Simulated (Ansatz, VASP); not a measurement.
# Na2S in VASP and in Ansatz

INCAR

```
SYSTEM = Na2S
PREC     = Accurate       ! precision mode
ENCUT    = 520            ! plane-wave cutoff, eV
EDIFF    = 1E-6           ! SCF threshold, eV
ISMEAR   = -1             ! smearing method
SIGMA    = 0.02           ! smearing width, eV
LREAL    = .False.        ! projectors in reciprocal space
LASPH    = .True.         ! aspherical terms in the spheres
NELM     = 80             ! most SCF steps
ALGO     = Fast           ! electronic algorithm
ISIF     = 2              ! what is computed and relaxed
LWAVE    = .False.        ! write WAVECAR
LCHARG   = .False.        ! write CHGCAR
GGA      = PE             ! functional
NBANDS   = 17             ! bands
```

KPOINTS

```
regular mesh
0
Gamma
  8 8 8
  0 0 0
```

POSCAR

```
Na2S
1.0
    0.0000000000      3.2554324706      3.2554324706
    3.2554324706      0.0000000000      3.2554324706
    3.2554324706      3.2554324706      0.0000000000
S Na
1 2
Direct
    0.0000000000      0.0000000000      0.0000000000
    0.2500000000      0.2500000000      0.2500000000
    0.7500000000      0.7500000000      0.7500000000
```

Input for Ansatz:

```yaml
crystal:
  lattice:
    - [0.0, 3.2554324706, 3.2554324706]
    - [3.2554324706, 0.0, 3.2554324706]
    - [3.2554324706, 3.2554324706, 0.0]
  atoms:
    - { symbol: S, position: [0.0, 0.0, 0.0] }
    - { symbol: Na, position: [0.25, 0.25, 0.25] }
    - { symbol: Na, position: [0.75, 0.75, 0.75] }
kpoints:
  mp_grid: { grid: [8, 8, 8] }
  band_path:
    path:
      - [0.0, 0.0, 0.0]
      - [0.5, 0.0, 0.5]
      - [0.625, 0.25, 0.625]
      - [0.375, 0.375, 0.75]
      - [0.5, 0.5, 0.5]
      - [0.5, 0.25, 0.75]
    npoints: 1
hamiltonian:
  xc: pbe
scf:
  occupations: { method: fermi_dirac, width: 0.02 }
  n_extra_bands: 4
output:
  forces: true
  stress: true
  eigenvalues: true
```

The cell was built by a generator and needn't be a form met in nature.

Alike in both runs: task single point; functional PBE; k mesh 8 × 8 × 8; occupations fermi-dirac, width 0.02 eV; no spin polarisation.

|  | VASP | Ansatz |
| --- | --- | --- |
| version | VASP 6.6.1 | Ansatz 0.2.0 |
| potentials or method | VASP PAW PBE potentials, release 64 (S, Na_pv) | plane waves, PAW |
| plane-wave cutoff (eV) | 520 | 420 |
| valence electrons in the cell | 20 | 24 |

```csv
,VASP,Ansatz,Ansatz less VASP
gap on the k mesh at the Fermi level (eV),2.53,2.53,+0.002
pressure (GPa),0.8,0.8,-0.02
```

The two sets of potentials don't hold the same shells in valence.

A k mesh can miss the band edges. PBE gaps usually lie below the measured ones, often by a third to a half.
